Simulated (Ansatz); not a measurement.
# CdTe (F-43m) in Ansatz: elastic constants with LDA

Aim: the elastic constants of CdTe with LDA.

All numbers are computed with Ansatz 0.2.0; they aren't measurements. Logs are shortened: lines on timing, memory, paths and dates and some standing lists are left out, and cuts for length are marked.

**The experiment to reproduce.**

From a printed reference work, data compilation, for a bulk crystal of CdTe at 0 K: band gap 1.607 eV.

How close the calculation comes is told below.

### Step 1. The crystal as given

It takes space group F-43m (No. 216, cubic). Conventional cell: a = 6.410 Å, b = 6.410 Å, c = 6.410 Å, α = 90.00°, β = 90.00°, γ = 90.00°. Te (site symmetry -43m) is surrounded by 4 Cd at 2.78 Å. Around Cd (site symmetry -43m) lie 4 Te at 2.78 Å.

### Step 2. Elastic constants, LDA

The input, input.yaml:

```yaml
crystal:
  lattice:
    - [0.0, 3.205, 3.205]
    - [3.205, 0.0, 3.205]
    - [3.205, 3.205, 0.0]
  atoms:
    - { symbol: Te, position: [0.75, 0.75, 0.75] }
    - { symbol: Cd, position: [0.0, 0.0, 0.0] }
kpoints:
  mp_grid: { grid: [5, 5, 5] }
scf:
  occupations: { method: fermi_dirac, width: 0.05 }
hamiltonian:
  xc: lda
  pseudopotentials: { kind: all_electron, lapw: { basis_error: 0.001 } }
output:
  forces: true
  stress: true
elastic:
  mode: relaxed_ion
  stencil: two_point
```

Potentials or basis: all-electron LAPW, scalar-relativistic.

Started as:

```console
> ansatz run input.yaml --threads 1 --pin off --max-ram 3072MiB --backend cpu --events-out ev --progress --plain --runs-dir out
```

Output:

```text
Warning: RAYON_NUM_THREADS=1 ignored (pool sized by the plan → 1); use --threads N
LAPW: plane waves up to 8.576 Å⁻¹, error target 1.0e-3 eV per atom; small_component_spin mean_spin; Cd in spheres of 1.353 Å, 20 of its electrons in bands, Dirac shells []; Te in spheres of 1.339 Å, 24 of its electrons in bands, Dirac shells [] (how accurate: hamiltonian.pseudopotentials.lapw.basis_error, Limitations)
Engine: ansatz 0.2.0, aarch64-unknown-linux-gnu
Pseudopotentials: kind: all_electron
Pseudopotential: Te, LAPW, valence charge 24, lapw/all_electron/scalar/gaussian/Te, Koelling and Harmon's equation, gaussian nucleus
Pseudopotential: Cd, LAPW, valence charge 20, lapw/all_electron/scalar/gaussian/Cd, Koelling and Harmon's equation, gaussian nucleus
Functional definition: SPW92
  exchange = slater_x
  correlation = pw_c
Crystal: 2 atoms, lattice volume = 65.844 Å³
Basis set: ecut = 280.2195743525322 eV, 725 PW (Γ), exchange–correlation at level 2
Bands: 27, of which v1, the nominal top of the filled ones, is band 22 counted from 1 (21 counted from 0)
Symmetry: 24 space group operations
Space group: F-43m (ITA 216), of the structure as read, at distance tolerance 4.0e-5 Å
k-points: 10 of 125 (time reversal used)
Non-local potential: Te, projectors of the file, none
Non-local potential: Cd, projectors of the file, none
Initial density: superposition of atomic densities (chi_scale 0.1, normalization cell, long waves kept (reshape's long-wave potential 0.00 eV rms))
Initial wavefunctions: plane waves of lowest kinetic energy (no species holds an atomic orbital)
Functional: x = slater, c = lda
iter 1 solved again at ethr=1.20e-3 eV; its pass at ethr=1.00e-1 eV (dr2=5.27e-1 eV) is discarded
SCF iter   1: F=—  HF=-336831.748544 eV  |F-HF|=—  |Δ(HF+E_count)|=         —  Δρ=2.04e-2  dr2=5.29e-1  ethr=1.20e-3  ⟨swp⟩=2.1  Hψ=1747  notcnv=0
preconditioner: auto → none  [insulator: Δε(μ)=0.935 eV  Ē_g=11.676 eV  σ=0.050 eV  W_gap=1.00  n_scr=14 (ndim 8)  ℏωp=19.4 eV  f_vac=0.203  D(μ)=0.00/eV (n_scr^D=0)  ε∞_Penn≈3.8]
iter 2 solved again at ethr=5.13e-5 eV; its pass at ethr=1.20e-3 eV (dr2=2.26e-2 eV) is discarded
SCF iter   2: F=—  HF=-336831.535375 eV  |F-HF|=—  |Δ(HF+E_count)|=   2.13e-1  Δρ=6.44e-3  dr2=2.26e-2  ethr=5.13e-5  ⟨swp⟩=2.0  Hψ=1367  notcnv=0
SCF iter   3: F=—  HF=-336831.504406 eV  |F-HF|=—  |Δ(HF+E_count)|=   3.10e-2  Δρ=3.75e-3  dr2=8.34e-3  ethr=5.13e-5  ⟨swp⟩=2.7  Hψ=804  notcnv=0
SCF iter   4: F=—  HF=-336831.501763 eV  |F-HF|=—  |Δ(HF+E_count)|=   2.64e-3  Δρ=1.16e-3  dr2=8.73e-4  ethr=1.90e-5  ⟨swp⟩=2.0  Hψ=741  notcnv=0
SCF iter   5: F=—  HF=-336831.501526 eV  |F-HF|=—  |Δ(HF+E_count)|=   2.37e-4  Δρ=1.74e-4  dr2=1.30e-5  ethr=1.98e-6  ⟨swp⟩=2.0  Hψ=741  notcnv=0
SCF iter   6: F=—  HF=-336831.501523 eV  |F-HF|=—  |Δ(HF+E_count)|=   3.24e-6  Δρ=2.72e-5  dr2=2.71e-7  ethr=2.95e-8  ⟨swp⟩=2.0  Hψ=741  notcnv=0
SCF iter   7: F=—  HF=-336831.501523 eV  |F-HF|=—  |Δ(HF+E_count)|=   8.47e-8  Δρ=2.21e-6  dr2=2.23e-9  ethr=6.15e-10  ⟨swp⟩=2.8  Hψ=756  notcnv=0
SCF iter   8: F=—  HF=-336831.501523 eV  |F-HF|=—  |Δ(HF+E_count)|=  7.57e-10  Δρ=2.54e-7  dr2=2.88e-11  ethr=5.07e-12  ⟨swp⟩=2.9  Hψ=755  notcnv=0
SCF iter   9: F=—  HF=-336831.501523 eV  |F-HF|=—  |Δ(HF+E_count)|=    0.00e0  Δρ=3.56e-8  dr2=7.35e-13  ethr=2.48e-12 (applied; sched 1.00e-12)  ⟨swp⟩=2.0  Hψ=741  notcnv=0
SCF iter  10: F=-336831.501523 eV  HF=-336831.501523 eV  |F-HF|=5.82e-11  |Δ(HF+E_count)|=  5.82e-11  Δρ=2.22e-9  dr2=2.75e-15  ethr=2.48e-12 (applied; sched 1.00e-12)  ⟨swp⟩=2.0  Hψ=741  notcnv=0
SCF 1 converged in 10 iterations: F = -336831.501523 eV  dr2 = 2.75e-15
Crystal: 2 atoms, lattice volume = 65.712 Å³
Basis set: ecut = 280.59382427090776 eV, 725 PW (Γ), exchange–correlation at level 2
Symmetry: 8 space group operations
k-points: 18 of 125 (time reversal used)
Initial density: handed on by an earlier stage of this run
Initial wavefunctions: plane waves of lowest kinetic energy (no species holds an atomic orbital; no wavefunctions were taken with the density)
iter 1 solved again at ethr=5.31e-8 eV; its pass at ethr=1.00e-1 eV (dr2=2.34e-5 eV) is discarded
SCF iter   1: F=—  HF=-336831.501425 eV  |F-HF|=—  |Δ(HF+E_count)|=         —  Δρ=4.38e-5  dr2=2.23e-6  ethr=5.31e-8  ⟨swp⟩=5.5  Hψ=4275  notcnv=0
preconditioner: auto → none  [insulator: Δε(μ)=0.604 eV  Ē_g=12.121 eV  σ=0.050 eV  W_gap=0.99  n_scr=14 (ndim 8)  ℏωp=19.4 eV  f_vac=0.221  D(μ)=0.00/eV (n_scr^D=0)  ε∞_Penn≈3.6]
SCF iter   2: F=—  HF=-336831.501424 eV  |F-HF|=—  |Δ(HF+E_count)|=   4.79e-7  Δρ=1.83e-5  dr2=2.96e-7  ethr=5.08e-9  ⟨swp⟩=2.3  Hψ=1339  notcnv=0
[... 83 lines left out ...]
SCF iter   3: F=—  HF=-336831.501505 eV  |F-HF|=—  |Δ(HF+E_count)|=   3.33e-8  Δρ=6.94e-6  dr2=3.17e-8  ethr=4.33e-10  ⟨swp⟩=2.0  Hψ=1999  notcnv=0
SCF iter   4: F=—  HF=-336831.501505 eV  |F-HF|=—  |Δ(HF+E_count)|=  6.98e-10  Δρ=9.09e-7  dr2=5.01e-10  ethr=7.20e-11  ⟨swp⟩=2.0  Hψ=1999  notcnv=0
SCF iter   5: F=—  HF=-336831.501505 eV  |F-HF|=—  |Δ(HF+E_count)|=  1.16e-10  Δρ=1.42e-7  dr2=2.29e-11  ethr=2.48e-12 (applied; sched 1.14e-12)  ⟨swp⟩=2.0  Hψ=1999  notcnv=0
SCF iter   6: F=—  HF=-336831.501505 eV  |F-HF|=—  |Δ(HF+E_count)|=  1.16e-10  Δρ=3.94e-8  dr2=6.23e-13  ethr=2.48e-12 (applied; sched 1.00e-12)  ⟨swp⟩=2.0  Hψ=1999  notcnv=0
SCF iter   7: F=-336831.501505 eV  HF=-336831.501505 eV  |F-HF|=1.16e-10  |Δ(HF+E_count)|=  4.66e-10  Δρ=3.14e-9  dr2=4.75e-15  ethr=2.48e-12 (applied; sched 1.00e-12)  ⟨swp⟩=2.0  Hψ=1999  notcnv=0
SCF 9 converged in 7 iterations: F = -336831.501505 eV  dr2 = 4.75e-15
relax step   2: F+E_penalty+E_count = -336831.50150543 eV  Δ(F+E_penalty+E_count) = -1.649e-5 eV  max|allowed force component| = 9.814e-7 eV/Å  Δτ_max = 0.0013 Å  (7 SCF iters, accepted)
iter 1 solved again at ethr=1.00e-12 eV; its pass at ethr=1.00e-1 eV (dr2=4.73e-15 eV) is discarded
SCF iter   1: F=—  HF=-336831.501505 eV  |F-HF|=—  |Δ(HF+E_count)|=         —  Δρ=8.74e-9  dr2=6.23e-14  ethr=2.82e-12 (applied; sched 1.00e-12)  ⟨swp⟩=7.0  Hψ=3589  notcnv=0
SCF iter   2: F=-336831.501505 eV  HF=-336831.501505 eV  |F-HF|=3.49e-10  |Δ(HF+E_count)|=  5.24e-10  Δρ=3.46e-9  dr2=5.83e-15  ethr=2.48e-12 (applied; sched 1.00e-12)  ⟨swp⟩=2.0  Hψ=1999  notcnv=0
SCF 10 converged in 2 iterations: F = -336831.501505 eV  dr2 = 5.83e-15
SCF converged after 10 iterations
Free energy (F): -336831.501523 eV
Harris-Foulkes:  -336831.501523 eV  (|F-HF|=5.82e-11)
Internal energy: -336831.501476 eV  (E = F + TS)
E sigma→0 (E₀):  -336831.501499 eV
Entropy (-TS):   -0.000047 eV (-0.024 meV/atom)
Fermi energy:    9.371050 eV
--- Per-component energies (eV) ---
  E_band       = -1629.087850
  E_kinetic    = 354333.843224
  E_xc         = -8708.368763
  E_electrostatic = -682456.975937  (all electrons and nuclei)
  E_smearing   = -0.000047  (= −TS)
  E_closure    = 0.000000  (closes the sum)
  E_atoms      = -336825.476685  (free atoms, spherical and without spin; not in F)
  Σ components = -336831.501523   (vs F -336831.501523, Δ=0.00e0)
  Basis errors (estimates in eV, not in F): energy 4.3e-4 per atom: plane waves 4.0e-4 (2.3e-4 summed), levels above the bands 6.3e-71, relativity 5.4e-9, radial functions 2.7e-5, core shells 1.0e-6; eigenvalues (radial functions only) 3.0e-7; not estimated: angular momenta, meshes, grids; target (lapw.basis_error) 1.0e-3; muffin-tin radii Cd 1.353 Å, Te 1.339 Å
--- Forces (eV/Å), atoms counted from 1 ---
  atom   1  Te    -0.00000000     0.00000000     0.00000000
  atom   2  Cd     0.00000000    -0.00000000     0.00000000
  max |Σ_I F_I| component: 4.63e-18 eV/Å
--- Stress (GPa, compression-positive) ---
        0.061457       0.000000      -0.000000
        0.000000       0.061457       0.000000
       -0.000000       0.000000       0.061457
  P = ⅓ Tr σ = 0.0615 GPa (0.615 kbar)
--- Band table (eV; the first three rows and the last of 10) ---
  k-point 0: bands = ["-149.1544", "-99.3727", "-99.3727", "-99.3727", "-92.9116", "-54.0652", "-54.0652", "-54.0652", "-26.9767", "-26.9767", "-26.9767", "-26.9664", "-26.9664", "-2.4263", "0.6461", "0.6461", "0.6461", "0.9349", "0.9349", "9.0420", "9.0420", "9.0420", "9.6447", "13.5451", "13.5451", "13.5451", "16.2812"]
  k-point 1: bands = ["-149.1544", "-99.3727", "-99.3727", "-99.3727", "-92.9116", "-54.0653", "-54.0652", "-54.0652", "-26.9768", "-26.9766", "-26.9766", "-26.9664", "-26.9664", "-2.2748", "0.6744", "0.6744", "0.7701", "0.9333", "0.9333", "6.7626", "8.7082", "8.7082", "10.8718", "13.8617", "14.0021", "14.0021", "17.2713"]
  k-point 2: bands = ["-149.1544", "-99.3727", "-99.3727", "-99.3727", "-92.9116", "-54.0653", "-54.0652", "-54.0652", "-26.9769", "-26.9764", "-26.9764", "-26.9663", "-26.9663", "-2.0285", "0.7114", "0.7114", "0.9415", "0.9415", "1.1770", "4.7032", "8.2725", "8.2725", "10.7547", "14.1813", "14.1813", "15.7297", "17.0577"]
  k-point 9: bands = ["-149.1544", "-99.3727", "-99.3727", "-99.3727", "-92.9116", "-54.0653", "-54.0653", "-54.0653", "-26.9769", "-26.9765", "-26.9761", "-26.9664", "-26.9661", "-1.8875", "0.7710", "0.7776", "0.8931", "0.9426", "1.4379", "4.7268", "6.5127", "7.1790", "12.9114", "13.2680", "14.2790", "16.6097", "17.5212"]
--- Elastic constants: 2 strain directions × 2 members + reference (group order 24) ---
  dense FFT box of the reference and of every strained cell: 30×30×30
  strains applied: 11, 23; error gains: componentwise 1.00 (the most a stress slope's error grows in a printed constant), spectral 1.73 (1 for all six strains in a standard setting)
  C = ∂σ_k/∂η_j (tension-positive GPa; Voigt order 11 22 33 23 13 12):
        58.890     40.211     40.211     -0.000      0.000      0.000
        40.211     58.890     40.211     -0.000      0.000     -0.000
        40.211     40.211     58.890     -0.000     -0.000      0.000
        -0.000      0.000      0.000     21.445      0.000      0.000
         0.000      0.000     -0.000     -0.000     21.445      0.000
         0.000     -0.000      0.000     -0.000      0.000     21.445
  reference stress σ⁰ (GPa):     -0.061     -0.061     -0.061     -0.000      0.000     -0.000
  no Pulay correction (none for the plane-wave cutoff is built on LAPW): the batch's stresses and constants are at fixed plane waves
  C* (energy form; C + prestress term) asymmetry max|C*_kj − C*_jk| = 3.937e-16 GPa — a small one proves nothing (zero by symmetry where the batch's group is 432, −43m or m−3m); a large one is finite-difference/SCF noise where every solve meets its electron count
  moduli (Voigt/Reuss/Hill, GPa): K = 46.44/46.44/46.44   G = 16.60/14.12/15.36   E = 41.51   ν = 0.351
  mechanically stable: yes (min eigenvalue of sym C = 18.68 GPa)
  where every solve meets its electron count the energy-path curvature estimates C_jj along a normal strain and C_jj − ¼(σ⁰_aa + σ⁰_bb) along a shear (ab), closely only under elastic.basis: deformed
  strain η (Voigt 11):  stress-route row diagonal C_11 = 58.89 GPa, energy-path curvature d²(F+E_count)/dδ²/Ω₀ = 58.89 GPa
         δ    σ_11 (GPa)             F (eV)   n_scf  n_hpsi   n_pw
    -2.000e-3      -0.1795     -336831.5014241       7   13447    725   relax 0 steps, max|allowed force component| 2.78e-17 eV/Å
     2.000e-3       0.0560     -336831.5015253       8   14764    725   relax 0 steps, max|allowed force component| 2.78e-17 eV/Å
  strain η (Voigt 23):  stress-route row diagonal C_44 = 21.44 GPa, energy-path curvature d²(F+E_count)/dδ²/Ω₀ = 21.47 GPa
         δ    σ_23 (GPa)             F (eV)   n_scf  n_hpsi   n_pw
    -2.000e-3      -0.0429     -336831.5015054       2    5704    725   relax 3 steps, max|allowed force component| 3.62e-7 eV/Å
     2.000e-3       0.0429     -336831.5015054       2    5749    725   relax 2 steps, max|allowed force component| 9.81e-7 eV/Å
```

Run time: 2.2 min. Hardware: 1 thread of Arm Neoverse V1, shared host; peak memory 0.34 GiB.

Results:

| Property | Result |
| --- | --- |
| Free energy | -336831.5015 eV |
| Pressure | 0.1 GPa |
| Band gap on the k mesh | 0.60 eV, direct |
| Elastic constants C11, C12, C44 | 59, 40, 21 GPa |
| Voigt bulk modulus | 46 GPa |

Elastic tensor in Voigt notation (GPa, in the Cartesian axes of the cell as first typed):
```
59 40 40  0  0  0
40 59 40  0  0  0
40 40 59  0  0  0
 0  0  0 21  0  0
 0  0  0  0 21  0
 0  0  0  0  0 21
```

Caveat: spin-orbit coupling is left out, which moves the levels of the heavy elements.

### Step 3. How close it comes

Step 2. A measured gap of CdTe is 1.607 eV (0 K; a printed reference work, data compilation); the calculated 0.60 eV misses it by -1.00 eV. So large a miss can be the level of theory's own, or it may mean another phase, state or a wrong row. Spin-orbit coupling on Cd, Te is left out. The value is that of LDA, without temperature or zero-point motion. Semilocal functionals fall short of measured gaps as a rule.
